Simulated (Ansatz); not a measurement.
**InN, point defects**

Take a 16-atom supercell of InN in the zinc blende structure (space group F-43m, No. 216) at its relaxed geometry as the base.

```yaml
crystal:
  lattice:
    - [0.00000, 5.04898, 5.04898]
    - [5.04898, 0.00000, 5.04898]
    - [5.04898, 5.04898, 0.00000]
  atoms:
    - { symbol: N, position: [0.37500, 0.37500, 0.37500] }
    - { symbol: N, position: [0.37500, 0.37500, 0.87500] }
    - { symbol: N, position: [0.37500, 0.87500, 0.37500] }
    - { symbol: N, position: [0.37500, 0.87500, 0.87500] }
    - { symbol: N, position: [0.87500, 0.37500, 0.37500] }
    - { symbol: N, position: [0.87500, 0.37500, 0.87500] }
    - { symbol: N, position: [0.87500, 0.87500, 0.37500] }
    - { symbol: N, position: [0.87500, 0.87500, 0.87500] }
    - { symbol: In, position: [0.00000, 0.00000, 0.00000] }
    - { symbol: In, position: [0.00000, 0.00000, 0.50000] }
    - { symbol: In, position: [0.00000, 0.50000, 0.00000] }
    - { symbol: In, position: [0.00000, 0.50000, 0.50000] }
    - { symbol: In, position: [0.50000, 0.00000, 0.00000] }
    - { symbol: In, position: [0.50000, 0.00000, 0.50000] }
    - { symbol: In, position: [0.50000, 0.50000, 0.00000] }
    - { symbol: In, position: [0.50000, 0.50000, 0.50000] }
```

One neutral defect a cell, atoms relaxed at fixed cell.

Method: PBE, PAW, 420 eV (Ansatz, an electronic-structure program; no spin-orbit coupling).

```tsv
case	largest displacement of a host atom from its site in the perfect cell	pressure
perfect supercell	–	0.0 GPa
H interstitial (started 2.19 Å from the nearest host atom), symmetric start	0.01 Å	1.5 GPa
In interstitial (started 2.06 Å from the nearest host atom)	0.20 Å	16.9 GPa
In vacancy	0.16 Å	0.2 GPa
N interstitial (started 2.06 Å from the nearest host atom)	0.64 Å	8.7 GPa
```

The cell is small, so the values are those of an ordered compound at a high defect concentration; dilute-limit values will differ. The mesh was chosen for an insulator and is coarse for the gapless case. Defects with a symmetric start kept the site's symmetry and may sit on a saddle; the others started slightly shaken. The final runs are not spin-polarised. This is not the structure that InN has at room temperature and ambient pressure.
